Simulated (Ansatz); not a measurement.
Al2O3 (Corundum):

```xyz
10
Lattice="2.3803 1.3742 4.3319 -2.3803 1.3742 4.3319 0.0000 -2.7485 4.3319" Properties=species:S:1:pos:R:3 pbc="T T T"
Al    0.0000    0.0000   11.0743
Al    0.0000    0.0000    8.4191
Al    0.0000    0.0000    1.9213
Al    0.0000    0.0000    4.5765
O    -1.6503   -0.1099    5.4148
O     0.7300    1.4841    5.4148
O     0.9203   -1.3742    5.4148
O     1.6503    0.1099    7.5808
O    -0.7300   -1.4841    7.5808
O    -0.9203    1.3742    7.5808
```

Base run:

| Item | Value |
| --- | --- |
| Program | Ansatz 0.2.0 |
| Functional | PBE |
| Potentials or basis | Ansatz PAW |
| Cutoff | 420 eV (not typed: the program's choice for these potentials) |
| k mesh | 7 × 7 × 7 |
| Occupations | fermi-dirac, width 0.05 eV |
| Spin | no spin polarisation |

Its results: band gap on the k mesh 6.22 eV, direct; pressure 7.3 GPa; largest force 0.029 eV/Å.

Q: The run is repeated on the same cell with these changes: functional from PBE to LDA. What comes out?

A: Band gap on the k mesh 6.16 eV, direct; pressure -5.3 GPa; largest force 0.112 eV/Å.

LDA binds more tightly than PBE, so the same cell stands under less pressure.

Caveats: odd divisions of the mesh miss points on the zone boundary, where band edges often lie, so the gap on the mesh can be too wide; the density of states is complete only up to the lowest level of the last band computed; the PAW data sets come from PBE, with cores solved anew for the run's functional, which leaves a small shift of forces and pressure (some runs).

A k mesh can miss the band edges.
